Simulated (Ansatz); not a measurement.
Crystal: Ti2O.

```xyz
3
Lattice="2.9194 0.0000 0.0000 -1.4597 2.5283 0.0000 0.0000 0.0000 4.7130" Properties=species:S:1:pos:R:3 pbc="T T T"
Ti    0.0000    1.6855    3.3993
Ti    1.4597    0.8428    1.3137
O     0.0000    0.0000    0.0000
```

| Property | Result |
| --- | --- |
| Program | Ansatz 0.2.0 |
| Task | relaxation of cell and atoms |
| Functional | HSE06 |
| Potentials or basis | Ansatz PAW |
| Cutoff | 420 eV (not typed: the program's choice for these potentials) |
| k mesh | 6 × 6 × 4 |
| Occupations | fermi-dirac, width 0.05 eV |
| Spin | no spin polarisation |

At the start: volume 11.60 Å³/atom.

How do energy, volume and symmetry change on relaxing?

It ends after 9 steps and the volume is 11.92 Å³/atom (+2.8 %); space group P-3m1 (No. 164, to 0.05 Å).

The path:
| step | energy change (eV) | largest force (eV/Å) | volume (Å³) |
| --- | --- | --- | --- |
| 1 | 0.0000 | 0.7659 | 34.79 |
| 2 | -0.0243 | 0.2973 | 36.35 |
| 3 | -0.0466 | 0.0152 | 35.86 |
| 4 | -0.0474 | 0.0517 | 35.77 |
| 5 | -0.0477 | 0.0054 | 35.70 |
| 6 | -0.0477 | 0.0001 | 35.74 |
| 7 | -0.0497 | 0.0002 | 35.74 |
| 8 | -0.0497 | 0.0002 | 35.75 |
| 9 | -0.0497 | 0.0001 | 35.75 |

Final structure:
```xyz
3
Lattice="2.9390 0.0000 0.0000 -1.4695 2.5453 0.0000 0.0000 0.0000 4.7792" Properties=species:S:1:pos:R:3 pbc="T T T"
Ti    0.0000    1.6969    3.4874
Ti    1.4695    0.8484    1.2919
O     0.0000    0.0000    0.0000
```

Caveat: the k mesh is coarse (spacing up to 0.41 Å⁻¹), so the values aren't converged, least of all with exact exchange; the plane-wave basis is chosen anew once the cell has moved, so the energies of steps on either side of that aren't comparable; the PAW data sets come from PBE, with cores solved anew for the run's functional, which leaves a small shift of forces and pressure.
